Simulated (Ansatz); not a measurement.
Work and stress of cleavage in AlN

These are results of Ansatz, DFT r2SCAN, scalar-relativistic, plane waves, PAW, not measurements. The runs took a 500 eV cutoff, a Γ-centred 8×8×3 mesh and Gaussian smearing (0.05 eV). No spin polarisation. Energies are free energies at this smearing, counted from the undisturbed cell; pressure is positive in compression.

Reference structure (relaxed at this level):

```
CELL_PARAMETERS angstrom
-3.10667 0.00000 0.00000
-1.55333 -2.69045 0.00000
0.00000 0.00000 9.95681
ATOMIC_POSITIONS crystal
Al 0.33333 0.33333 0.65460
Al 0.33333 0.33333 0.15460
Al 0.66667 0.66667 0.90460
Al 0.66667 0.66667 0.40460
N 0.33333 0.33333 0.84540
N 0.33333 0.33333 0.34540
N 0.66667 0.66667 0.09540
N 0.66667 0.66667 0.59540
```

The cut lies on the cell's a–b face, a (0 0 1) plane (indices in the standard cell, whose axes needn't be the Cartesian ones shown) of area 8.36 Å², between layers 1.90 Å apart. Vector c is lengthened by d along the normal with the atoms' Cartesian places fixed: one unrelaxed cut a cell. The traction is positive where the two halves pull on each other.

```
d (Å) energy (J/m²) traction (GPa)
-0.30           2.00          -170.0
-0.15           0.39           -57.8
 0.00           0.00             0.0
 0.25           0.59            39.3
 0.50           1.73            48.8
 0.75           2.95            47.7
 1.00           4.08            42.9
 1.50           5.93            30.7
 2.00           7.14            17.9
 3.00           8.03             3.1
 4.50           8.23             0.5
 6.00           8.28             0.2
```

Q: What are the work of separation and the cleavage stress, and do they fit the universal binding curve?

A: The energy levels off near W ≈ 8.28 J/m² (the traction is down to 0.2 GPa), the energy of the two unrelaxed faces, 4.14 J/m² each on average. The largest sampled traction is 48.8 GPa at d = 0.50 Å, and a parabola through it and its two neighbours peaks at σ_max ≈ 49.7 GPa, d ≈ 0.60 Å. The curve E = W[1 − (1 + d/ℓ)exp(−d/ℓ)] peaks in traction at d = ℓ with σ_max = W/(eℓ); with 1 J/m² per Å = 10 GPa this W and σ_max give ℓ = 0.61 Å. A parabola through that curve at the same three d peaks at 0.62 Å, against 0.60 Å here, a fair fit. The cut parts unlike faces (Al and N); in an ionic crystal that makes them polar, and the energy then depends on the thickness of the slab. The opened faces are metallic here, and spin polarisation, left out, could lower W. Real crystals break at far lower stress, because cracks concentrate it, and on the plane of lowest W, which needn't be this one.

The cut is rigid; relaxing the faces lowers these energies and usually the stresses.

The gap closes along the scan, which can put kinks into the curve.

Cost: 12 runs of about 3.7 core-minutes in all, on Arm Neoverse V1 (shared hosts).